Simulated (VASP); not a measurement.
# GaSb (F-43m) in VASP: further runs, part 2 of 2

VASP 6.6.1.

## (5) Single point, PBE (volume scaled by 1.020)

File INCAR:

```
PREC = Accurate ; ENCUT = 520
EDIFF = 1E-6 ; ISMEAR = 0
SIGMA = 0.05 ; LREAL = F
LASPH = T ; NELM = 60
ALGO = Normal ; ISIF = 2
LWAVE = F ; LCHARG = F
GGA = PE ; NBANDS = 16
```

File KPOINTS:

```
regular mesh
0
Gamma
  10 10 10
```

File POSCAR:

```
GaSb
1.0
    0.0000000000      3.1275323867      3.1275323867
    3.1275323867      0.0000000000      3.1275323867
    3.1275323867      3.1275323867      0.0000000000
Ga Sb
1 1
Direct
    0.0000000000      0.0000000000      0.0000000000
    0.7500000000      0.7500000000      0.7500000000
```

Potentials or basis: VASP PAW PBE potentials, release 64 (Ga_d, Sb).

The run is started by

```
$ cat potpaw_PBE.64/Ga_d/POTCAR potpaw_PBE.64/Sb/POTCAR > POTCAR
$ mpirun -np 1 vasp_std > vasp.out
```

OUTCAR:

```text
PREC = Accurate
   ENCUT = 520
   EDIFF = 1E-6
   ISMEAR = 0
   LREAL = F
   LASPH = T
   NELM = 60
   ISIF = 2
   GGA = PE

 ion  position               nearest neighbor table
   1  0.000  0.000  0.000-   2 2.71   2 2.71   2 2.71   2 2.71
   2  0.750  0.750  0.750-   1 2.71   1 2.71   1 2.71   1 2.71

  LATTYP: Found a face centered cubic cell.
 ALAT       =     6.2550647734

  Lattice vectors:

 A1 = (   0.0000000000,   3.1275323867,   3.1275323867)
 A2 = (   3.1275323867,   0.0000000000,   3.1275323867)
 A3 = (   3.1275323867,   3.1275323867,   0.0000000000)

Analysis of symmetry for initial positions (statically):
=====================================================================
 Subroutine PRICEL returns:
 Original cell was already a primitive cell.

 Routine SETGRP: Setting up the symmetry group for a
 face centered cubic supercell.

 Subroutine GETGRP returns: Found 24 space group operations
 (whereof 24 operations were pure point group operations)
 out of a pool of 48 trial point group operations.

The static configuration has the point symmetry T_d .

Analysis of symmetry for dynamics (positions and initial velocities):
=====================================================================
 Subroutine PRICEL returns:
 Original cell was already a primitive cell.

 Routine SETGRP: Setting up the symmetry group for a
 face centered cubic supercell.

 Subroutine GETGRP returns: Found 24 space group operations
 (whereof 24 operations were pure point group operations)
 out of a pool of 48 trial point group operations.

The dynamic configuration has the point symmetry T_d .

 Subroutine INISYM returns: Found 24 space group operations
 (whereof 24 operations are pure point group operations),
 and found     1 'primitive' translations

----------------------------------------------------------------------------------------

                                     Primitive cell

  volume of cell :      61.1837

[... 108 lines left out ...]
     AMIX_MAG =   1.60;   BMIX_MAG =  1.00
  volume/ion in A,a.u.               =      30.59       206.44
  Fermi-wavevector in a.u.,A,eV,Ry     =   1.088814  2.057561 16.129935  1.185517
  Thomas-Fermi vector in A             =   2.225004
   LORBIT       =      0    0 simple, 1 ext, 2 COOP (PROOUT), +10 PAW based schemes
   GGA     = PE    functional components
   LHFCALC =     F    Hartree Fock is set to
   AEXX    =    0.0000 exact exchange contribution
   IVDW    =     0    specifies the selected vdW correction
   LEPSILON=     F    determine dielectric tensor
   LRPA    =     F    only Hartree local field effects (RPA)
 non-spin polarized calculation
 Gauss-broadening in eV      SIGMA  =   0.05
  energy-cutoff  :      520.00
  volume of cell :       61.18
 maximum number of plane-waves:      1676
 NGX is ok and might be reduce to    36
   NGX = 17   NGY = 17   NGZ = 17

 number of electron      17.9999995 magnetization

 Free energy of the ion-electron system (eV)
  ---------------------------------------------------
  ext. energy  EPLUGINS =         0.00000000
  ---------------------------------------------------
  free energy    TOTEN  =        -7.36887783 eV

  energy without entropy =       -7.36880069  energy(sigma->0) =       -7.36883926

 E-fermi :   4.2296     XC(G=0):  -8.8018

 val. band max:        4.2143923139   @ k =   0.0000   0.0000   0.0000
 cond. band min:       4.4871398884   @ k =   0.5000   0.0000   0.0000
 fundamental gap:      0.2727475745
 Fermi energy:         4.2296210268

 k-point     1 :       0.0000    0.0000    0.0000
  band No.  band energies     occupation
      1     -10.7019      2.00000
      2     -10.7019      2.00000
      3     -10.7019      2.00000
      4     -10.6617      2.00000
      5     -10.6617      2.00000
      6      -6.8195      2.00000
[... 433 lines left out ...]
      3     -10.6871      2.00000
      4     -10.6678      2.00000
      5     -10.6591      2.00000
      6      -5.3569      2.00000
[... 8 lines left out ...]
     15      14.3407      0.00000
     16      14.3661      0.00000

 [... further k-points ...]

------------------------ aborting loop because EDIFF is reached ----------------------------------------

  FORCE on cell =-STRESS in cart. coord.  units (eV):
  Direction    XX          YY          ZZ          XY          YZ          ZX
  --------------------------------------------------------------------------------------
  -------------------------------------------------------------------------------------
  Total       -0.2979945     -0.2979945     -0.2979945      0.0000000      0.0000000     -0.0000000
  in kB       -7.8033906     -7.8033906     -7.8033906      0.0000000      0.0000000     -0.0000000
  external PRESSURE =      -7.8033906 kB  Pullay stress =       0.0000000 kB

 VOLUME and BASIS-vectors are now :
 -----------------------------------------------------------------------------
  energy-cutoff  :      520.00
  volume of cell :       61.18
      direct lattice vectors                 reciprocal lattice vectors
     0.000000000  3.127532387  3.127532387    -0.159870447  0.159870447  0.159870447
     3.127532387  0.000000000  3.127532387     0.159870447 -0.159870447  0.159870447
     3.127532387  3.127532387  0.000000000     0.159870447  0.159870447 -0.159870447

 POSITION                                       TOTAL-FORCE (eV/Angst)
 -----------------------------------------------------------------------------------
      0.00000      0.00000      0.00000         0.000000      0.000000      0.000000
      4.69130      4.69130      4.69130        -0.000000     -0.000000     -0.000000
 -----------------------------------------------------------------------------------
    total drift:                               -0.000001     -0.000001     -0.000001

  FREE ENERGIE OF THE ION-ELECTRON SYSTEM (eV)
  ---------------------------------------------------
  free  energy   TOTEN  =        -7.3688778289 eV

  energy  without entropy=       -7.3688006921  energy(sigma->0) =       -7.36883926
```

stdout:

```text
POSCAR found type information on POSCAR GaSb
 POSCAR found :  2 types and       2 ions
 scaLAPACK will be used
 LDA part: xc-table for (Slater+PW92), standard interpolation
 POSCAR, INCAR and KPOINTS ok, starting setup
 FFT: planning ... GRIDC
 FFT: planning ... GRID_SOFT
 FFT: planning ... GRID
 WAVECAR not read
 entering main loop
```

Run time: 1.7 min. Hardware: 1 thread of AMD EPYC 7R43 (Zen 3), shared host; peak memory 0.19 GiB.

Results:

* Free energy: -7.3689 eV
* Pressure: -0.8 GPa
* Band gap on the k mesh: zero (filled and empty bands touch)

Caveat: spin-orbit coupling is left out, which moves the levels of the heavy elements.

## (6) Single point, PBE (volume scaled by 1.040)

File INCAR:

```
ALGO     = Normal         # electronic algorithm
EDIFF    = 1E-6           # SCF threshold, eV
ENCUT    = 520            # plane-wave cutoff, eV
GGA      = PE             # functional
ISIF     = 2              # what is computed and relaxed
ISMEAR   = 0              # smearing method
LASPH    = T              # aspherical terms in the spheres
LCHARG   = F              # write CHGCAR
LREAL    = F              # projectors in reciprocal space
LWAVE    = F              # write WAVECAR
NBANDS   = 16             # bands
NELM     = 80             # most SCF steps
PREC     = Accurate       # precision mode
SIGMA    = 0.05           # smearing width, eV
```

File KPOINTS:

```
k-points
0
Gamma
  10 10 10
```

File POSCAR:

```
GaSb
1.0
    0.0000000000      3.1478416076      3.1478416076
    3.1478416076      0.0000000000      3.1478416076
    3.1478416076      3.1478416076      0.0000000000
Ga Sb
1 1
Direct
    0.0000000000      0.0000000000      0.0000000000
    0.7500000000      0.7500000000      0.7500000000
```

Potentials or basis: VASP PAW PBE potentials, release 64 (Ga_d, Sb).

The run is started by

```
$ cat potpaw_PBE.64/Ga_d/POTCAR potpaw_PBE.64/Sb/POTCAR > POTCAR
$ mpirun -np 1 vasp_std > vasp.out
```

Wall time 1.7 min (1 thread of AMD EPYC 7R43 (Zen 3), shared host); peak memory 0.2 GiB.

The run converged. Its results:

```
Free energy            : -7.3601 eV
Pressure               : -1.5 GPa
Band gap on the k mesh : zero (filled and empty bands touch)
```

Levels at points of the mesh, in eV from the Fermi level:
```csv
k point,band 7,band 8,band 9,band 10,band 11,band 12
"(0.00, 0.00, 0.00)",-0.57,-0.02,-0.02,-0.02,2.78,2.78
"(0.50, 0.00, 0.00)",-5.99,-1.04,-1.04,0.22,3.72,3.72
"(0.50, 0.50, 0.00)",-6.45,-2.30,-2.30,0.97,1.39,8.11
```

Caveat: spin-orbit coupling is left out, which moves the levels of the heavy elements.

## (7) Summary

```tsv
cell	gap on the mesh (eV)	pressure (GPa)
a = 4.358 Å, angles 60.0°, 2 atoms	none	1.2
a = 4.364 Å, angles 60.0°, 2 atoms	none	1.0
a = 4.394 Å, angles 60.0°, 2 atoms	none	0.1
a = 4.423 Å, angles 60.0°, 2 atoms	none	-0.8
a = 4.452 Å, angles 60.0°, 2 atoms	none	-1.5
```

Alike in all rows: task single point; level PBE; potentials or basis VASP PAW PBE potentials, release 64 (Ga_d, Sb); no spin polarisation; k mesh 10 × 10 × 10; cutoff (eV) 520; smearing gaussian 0.05 eV.

Caveats: spin-orbit coupling is left out, which moves the levels of the heavy elements.

Total energies depend on the potentials used, so only differences within one code and one set of settings carry meaning.

## (8) Against experiment

Step 2. Measured gap of GaSb: 0.811 eV (direct; 4.2 K; a printed reference work, data compilation). This calculation gives 0.00 eV (-0.81 eV). Spin-orbit coupling on Ga, Sb is left out. The value is that of PBE on a finite k mesh, which can miss the band edges, without temperature or zero-point motion. Semilocal functionals fall short of measured gaps as a rule.

Step 4. A measured gap of GaSb is 0.811 eV (direct; 4.2 K; a printed reference work, data compilation); the calculated 0.00 eV misses it by -0.81 eV. Spin-orbit coupling on Ga, Sb is left out. The value is that of PBE on a finite k mesh, which can miss the band edges, without temperature or zero-point motion. Semilocal functionals fall short of measured gaps as a rule.
